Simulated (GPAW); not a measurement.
Wanted: an ASE script for a GPAW 26.7.0 run.

```yaml
Task: single point
Functional: LDA
Potentials_or_basis: the program's PAW data sets (release 1.2.1) made for this functional
Cutoff: 600 eV
Basis: pw
k_mesh: 8 × 8 × 5
Occupations: fermi-dirac, width 0.05 eV
Spin: no spin polarisation
Maxiter: 120
Convergence: default
```

AlN:

```
CELL_PARAMETERS angstrom
3.11300 0.00000 0.00000
-1.55650 2.69594 0.00000
0.00000 0.00000 4.98100
ATOMIC_POSITIONS crystal
Al 0.66667 0.33333 0.50000
Al 0.33333 0.66667 0.00000
N 0.66667 0.33333 0.88000
N 0.33333 0.66667 0.38000
```

The input as run:

run.py

```python
from ase import Atoms
from ase.dft.bandgap import bandgap
from ase.io import write
from ase.units import GPa
from gpaw import GPAW, PW

atoms = Atoms(['Al', 'Al', 'N', 'N'],
              cell=[[3.113, 0.0, 0.0],
                    [-1.5565, 2.695937082, 0.0],
                    [0.0, 0.0, 4.981]],
              scaled_positions=[[0.6666666667, 0.3333333333, 0.5],
                                [0.3333333333, 0.6666666667, 0.0],
                                [0.6666666667, 0.3333333333, 0.88],
                                [0.3333333333, 0.6666666667, 0.38]],
              pbc=True)

calc = GPAW(mode=PW(600),
            xc='LDA',
            kpts={'size': (8, 8, 5), 'gamma': True},
            occupations={'name': 'fermi-dirac', 'width': 0.05},
            nbands=18,
            maxiter=120,
            txt='gpaw.txt')
atoms.calc = calc
energy = atoms.get_potential_energy()
forces = atoms.get_forces()
stress = atoms.get_stress()
calc.write('gs.gpw')
write('result.traj', atoms)
print(f'Energy: {energy:.6f} eV')
print('Forces (eV/A):')
print(forces.round(4))
print('Stress (GPa):', (stress / GPa).round(3))
print('Fermi level:', round(calc.get_fermi_level(), 4), 'eV')
print(f'Gap: {bandgap(calc)[0]:.4f} eV, direct: {bandgap(calc, direct=True)[0]:.4f} eV')
```

Potentials or basis: the program's PAW data sets (release 1.2.1) made for this functional, pw.

Launch:

```console
$ OMP_NUM_THREADS=1 python run.py
```

Results of the run:

| Item | Value |
| --- | --- |
| Pressure | -10.6 GPa |
| Largest force | 0.120 eV/Å |
| Band gap on the k mesh | 4.25 eV, direct |

Caveat: the cutoff is short for stress and forces, so pressures can be off by a GPa or more.

Wall time 9.4 s on 1 thread of Intel(R) Xeon(R) 6975P-C (Granite Rapids), on a shared host, peak memory 0.16 GiB.
